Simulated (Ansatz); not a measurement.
**FeCo (Pm-3m): energies of magnetic orders**

Aim: at the geometry relaxed with parallel moments, start FeCo (Pm-3m) in several magnetic orders and compare their energies.

Computed with Ansatz 0.2.0 (DFT PBE, scalar-relativistic, plane waves, PAW, unless a step's input says otherwise).

3 further runs of the same task are left out: 3 set aside as unsound or not needed.

### 1 The system as given

It takes space group Pm-3m (No. 221, cubic). The conventional cell has a = 2.846 Å, b = 2.846 Å, c = 2.846 Å, α = 90.00°, β = 90.00°, γ = 90.00°. Fe (site symmetry m-3m) has 8 Co at 2.46 Å as nearest neighbours. Co (site symmetry m-3m) is surrounded by 8 Fe at 2.46 Å.

Coordinates:

```
CELL_PARAMETERS angstrom
2.84552 0.00000 0.00000
0.00000 2.84552 0.00000
0.00000 0.00000 2.84552
ATOMIC_POSITIONS crystal
Fe 0.50000 0.50000 0.50000
Co 0.00000 0.00000 0.00000
```

This cell comes from an earlier session at PBE: 11.520 Å³/atom at 0.00 GPa, on a 16×16×16 mesh.

### 2 Ferrimagnetic, in the cell as typed

File input.yaml:

```yaml
crystal:
  lattice:
    - [2.8455196141, 0.0, 0.0]
    - [0.0, 2.8455196141, 0.0]
    - [0.0, 0.0, 2.8455196141]
  atoms:
    - { symbol: Fe, position: [0.5, 0.5, 0.5], spin: 2.5 }
    - { symbol: Co, position: [0.0, 0.0, 0.0], spin: -1.5 }
basis:
  ecutwfc: 420
  ecutrho_ratio: 4
kpoints:
  mp_grid: { grid: [16, 16, 16] }
hamiltonian:
  xc: pbe
scf:
  occupations: { method: gaussian, width: 0.05 }
  lower_state_search: "off"
output:
  forces: true
  stress: true
  eigenvalues: true
  populations: true
magnetization:
  spin_polarized: true
```

Run with:

```
$ ansatz run input.yaml --threads 2 --pin off --max-ram 5120MiB --backend cpu --events-out ev --progress --plain --runs-dir out
```

### 3 Ferromagnetic, larger cell

File input.yaml:

```yaml
crystal:
  lattice:
    - [0.0, 2.8455196141, 2.8455196141]
    - [2.8455196141, 0.0, 2.8455196141]
    - [2.8455196141, 2.8455196141, 0.0]
  atoms:
    - { symbol: Fe, position: [0.25, 0.25, 0.25], spin: 2.5 }
    - { symbol: Co, position: [0.0, 0.0, 0.0], spin: 1.5 }
    - { symbol: Fe, position: [0.75, 0.75, 0.75], spin: 2.5 }
    - { symbol: Co, position: [0.5, 0.5, 0.5], spin: 1.5 }
basis:
  ecutwfc: 420
  ecutrho_ratio: 4
kpoints:
  mp_grid: { grid: [10, 10, 10] }
hamiltonian:
  xc: pbe
scf:
  occupations: { method: gaussian, width: 0.05 }
  lower_state_search: "off"
output:
  forces: true
  stress: true
  eigenvalues: true
  populations: true
magnetization:
  spin_polarized: true
```

### 4 Antiferromagnetic, propagation vector (1/2, 1/2, 1/2)

input.yaml, as its differences from that of step 3:

```diff
@@ -8,4 +8,4 @@
     - { symbol: Co, position: [0.0, 0.0, 0.0], spin: 1.5 }
-    - { symbol: Fe, position: [0.75, 0.75, 0.75], spin: 2.5 }
-    - { symbol: Co, position: [0.5, 0.5, 0.5], spin: 1.5 }
+    - { symbol: Fe, position: [0.75, 0.75, 0.75], spin: -2.5 }
+    - { symbol: Co, position: [0.5, 0.5, 0.5], spin: -1.5 }
 basis:
```

### 5 Ferromagnetic, larger cell

File input.yaml:

```yaml
crystal:
  lattice:
    - [2.8455196141, 0.0, 0.0]
    - [0.0, 2.8455196141, 0.0]
    - [0.0, 0.0, 5.6910392282]
  atoms:
    - { symbol: Fe, position: [0.5, 0.5, 0.25], spin: 2.5 }
    - { symbol: Co, position: [0.0, 0.0, 0.0], spin: 1.5 }
    - { symbol: Fe, position: [0.5, 0.5, 0.75], spin: 2.5 }
    - { symbol: Co, position: [0.0, 0.0, 0.5], spin: 1.5 }
basis:
  ecutwfc: 420
  ecutrho_ratio: 4
kpoints:
  mp_grid: { grid: [12, 12, 6] }
hamiltonian:
  xc: pbe
scf:
  occupations: { method: gaussian, width: 0.05 }
  lower_state_search: "off"
output:
  forces: true
  stress: true
  eigenvalues: true
  populations: true
magnetization:
  spin_polarized: true
```

### 6 Antiferromagnetic, propagation vector (0, 0, 1/2)

input.yaml, as its differences from that of step 5:

```diff
@@ -8,4 +8,4 @@
     - { symbol: Co, position: [0.0, 0.0, 0.0], spin: 1.5 }
-    - { symbol: Fe, position: [0.5, 0.5, 0.75], spin: 2.5 }
-    - { symbol: Co, position: [0.0, 0.0, 0.5], spin: 1.5 }
+    - { symbol: Fe, position: [0.5, 0.5, 0.75], spin: -2.5 }
+    - { symbol: Co, position: [0.0, 0.0, 0.5], spin: -1.5 }
 basis:
```

### 7 No spin polarisation

File input.yaml:

```yaml
crystal:
  lattice:
    - [2.8455196141, 0.0, 0.0]
    - [0.0, 2.8455196141, 0.0]
    - [0.0, 0.0, 2.8455196141]
  atoms:
    - { symbol: Fe, position: [0.5, 0.5, 0.5] }
    - { symbol: Co, position: [0.0, 0.0, 0.0] }
basis:
  ecutwfc: 420
  ecutrho_ratio: 4
kpoints:
  mp_grid: { grid: [16, 16, 16] }
hamiltonian:
  xc: pbe
scf:
  occupations: { method: gaussian, width: 0.05 }
output:
  forces: true
  stress: true
  eigenvalues: true
```

(Steps that only read results are left out.)

Before running it: what results should come out? Wanted: orders tried; lowest; next above it.

**Answer**, as computed:

| quantity | value |
| --- | --- |
| orders tried | 5 |
| lowest | ferromagnetic |
| largest moment there | 2.82 μB |
| next above it | antiferromagnetic, propagation vector (0, 0, 1/2), 238.3 meV/atom |

What this shows: Of the orders that kept their pattern, the lowest is: ferromagnetic. The next lies 238.3 meV/atom higher. Where the order wasn't kept, moments died or turned during the run, so that row belongs to another state than the one started. Under stress at this geometry, and so lower once relaxed: antiferromagnetic, propagation vector (1/2, 1/2, 1/2) (-5.6 GPa); antiferromagnetic, propagation vector (0, 0, 1/2) (-2.1 GPa); no spin polarisation (-18.8 GPa). Only these orders were tried, at zero temperature; the one found in experiment may not be among them.
